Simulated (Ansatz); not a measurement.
# Sn4O7: the cost of one run

Method: DFT PBE+D3(BJ), scalar-relativistic, plane waves, PAW, in Ansatz 0.2.0.

2 further runs of the same task are left out: 2 set aside as unsound or not needed.

## (1) The system as given

Symmetry: R-3m, No. 166, trigonal system. The conventional cell has a = 3.238 Å, b = 3.238 Å, c = 12.879 Å, α = 90.00°, β = 90.00°, γ = 120.00°. Around Sn (site symmetry -3m) lie 6 O at 2.12 Å. O (site symmetry 3m) has 3 Sn at 2.12 Å as nearest neighbours.

As a file:

```xyz
12
Lattice="3.2375 1.8692 4.2929 -3.2375 1.8692 4.2929 0.0000 -3.7384 4.2929" Properties=species:S:1:pos:R:3 pbc="T T T"
Sn    0.0000    0.0000   11.1373
Sn    0.0000   -1.8692    6.8444
Sn   -1.6188    0.9346    6.8444
Sn    1.6188    0.9346    6.8444
O    -1.6188   -0.9346    5.8534
O     1.6188   -0.9346    5.8534
O     0.0000    1.8692    5.8534
O     0.0000    0.0000    7.8354
O     0.0000    0.0000    1.5605
O     0.0000   -1.8692    3.5425
O    -1.6188    0.9346    3.5425
O     1.6188    0.9346    3.5425
```

It goes back to an entry of the Materials Project, which need not be the stable form.

It is the result of an earlier relaxation at this level (volume 12.99 Å³/atom; gap on the mesh: 1.57 eV).

## (2) The scan

Atoms count from 1 in the order of the input.

An atom moved over a plane that holds its own site and a neighbouring vacancy.

- path of O9 from its site (0) to the vacancy (1), 2.724 Å: 9 values from −0.167 to 1.167
- shift of O9 across the path, along a normal: 7 values from −0.9 to 0.9 Å

Nothing else is relaxed (all other atoms held at the sites of the perfect crystal). Points are written as (first, second).

## (3) The run at (0.000, −0.6 Å)

input.yaml

```yaml
crystal:
  lattice:
    - [3.2375465924, 1.8691983966, 4.2928880043]
    - [-3.2375465924, 1.8691983966, 4.2928880043]
    - [0.0, -3.7383967932, 4.2928880043]
  atoms:
    - { symbol: Sn, position: [0.864786101, 0.864786101, 0.864786101] }
    - { symbol: Sn, position: [0.3647882246, 0.3647882246, 0.8647861258] }
    - { symbol: Sn, position: [0.3647882246, 0.8647861258, 0.3647882246] }
    - { symbol: Sn, position: [0.8647861258, 0.3647882246, 0.3647882246] }
    - { symbol: O, position: [0.6211712003, 0.1211725069, 0.6211712003] }
    - { symbol: O, position: [0.6211712003, 0.6211712003, 0.1211725069] }
    - { symbol: O, position: [0.6084038764, 0.6084038764, 0.6084038764] }
    - { symbol: O, position: [0.1211729409, 0.1211729409, 0.1211729409] }
    - { symbol: O, position: [0.0375150167, 0.1542774899, 0.5375191564] }
    - { symbol: O, position: [0.1084008301, 0.6084039388, 0.1084008301] }
    - { symbol: O, position: [0.6084039388, 0.1084008301, 0.1084008301] }
total_charge: 2
basis:
  ecutwfc: 420
kpoints:
  mp_grid: { grid: [6, 6, 6] }
hamiltonian:
  xc: pbe
  dispersion: d3bj
scf:
  occupations: { method: gaussian, width: 0.05 }
output:
  forces: true
  stress: true
  eigenvalues: true
  write_density: true
  write_potential: true
  elf: true
  volumetric_format: npy
```

Command:

```sh
$ ansatz run input.yaml --threads 4 --pin off --max-ram 8192MiB --backend cpu --events-out ev --progress --plain --runs-dir out
```

**Question.** How long does this run take on 4 threads of Arm Neoverse V1, shared host, and how much memory does it need?

About 39 s, with a peak of 0.76 GiB.
